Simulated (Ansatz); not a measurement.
The system is AlNi.

```xyz
2
Lattice="2.8810 0.0000 0.0000 0.0000 2.8810 0.0000 0.0000 0.0000 2.8810" Properties=species:S:1:pos:R:3 pbc="T T T"
Ni    1.4405    1.4405    1.4405
Al    0.0000    0.0000    0.0000
```

Base run:

| Property | Result |
| --- | --- |
| Program | Ansatz 0.2.0 |
| Functional | LDA |
| Potentials or basis | all-electron LAPW, scalar-relativistic |
| Cutoff | 256 eV (chosen from the basis error) |
| Basis error allowed | 0.001 eV/atom |
| k mesh | 9 × 9 × 9 |
| Occupations | fermi-dirac, width 0.05 eV |
| Spin | collinear spin, ferromagnetic start |
| Starting moments | [1.0, 0.0] μB |

Its results: pressure -8.7 GPa; net moment 0.00 μB per cell.

**Question.** The run is repeated on the same cell with these changes: functional from LDA to PBEsol. What comes out?

**Answer.** Pressure -3.4 GPa; net moment 0.00 μB per cell.

PBEsol binds less tightly than LDA, so the same cell stands under more pressure.

Caveats: the starting moments weren't kept.
